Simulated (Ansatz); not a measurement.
**Al started at a second open point in corundum Al2O3, 121 atoms, charge +1**

All numbers come from Ansatz (PAW, plane waves, no spin–orbit coupling) at the single k point (¼, ¼, ¼) without its symmetry partners. The atoms were relaxed with PBEsol in a fixed cell; other functionals are single points on those atoms unless said otherwise. The valence top and gap of the host come from its small cell on a dense mesh, with the band extrema sought between the mesh points, lined up by the mean potential, PBEsol gap 6.03 eV, HSE06 gap 7.99 eV. The charge correction uses an assumed dielectric constant of 10.

Cell: a = 9.548 Å, b = 9.548 Å, c = 13.014 Å, α = 90.00°, β = 90.00°, γ = 120.00°.

Nearest atoms after relaxation, from the placed atom (for vacancies from the middle of the vacant sites): O at 1.92 Å, O at 1.99 Å, O at 2.01 Å, O at 2.05 Å, O at 2.06 Å, Al at 2.18 Å, O at 2.28 Å, Al at 2.42 Å.

Chemical potentials μ are those of reference phases of the elements at zero temperature by the same functional (the usual solids, diamond for C, grey Sn, and the molecules H2, N2, O2, F2, Cl2, Br2 and S8).

| functional | E(defect) − E(host) − Σ nμ + q·E_VBM (eV) | monopole (eV) | alignment (eV) | formation energy at E_F = VBM (eV) | moment (μB) | wall time, shared host |
| --- | --- | --- | --- | --- | --- | --- |
| PBEsol | 4.52 | 0.19 | 0.06 | 4.77 | 0 (no spin) | 4.7 min on 7 threads of Neoverse-V2 (relaxation) |

Problem. Estimate the formation energy and moment that HSE06 gives on these atoms.

Solution. 3.86 eV at E_F = VBM (3.60 eV before the monopole term 0.19 eV and the alignment 0.07 eV), moment 0 (no spin).

HSE06 one-electron levels near the gap (the ten most localised at most), from the host's valence top, not corrected for the charge's images:

| level (eV) | spin | filling | atoms sharing it | element of the atom with most weight |
| --- | --- | --- | --- | --- |
| 5.69 | both | 2.00 | 5.8 | Al |

All elements are taken at their own reference at once; growth conditions in equilibrium with the host shift these energies, by up to the host's formation enthalpy.

One k point and a cell of this size can leave errors of several tenths of an eV in such numbers.
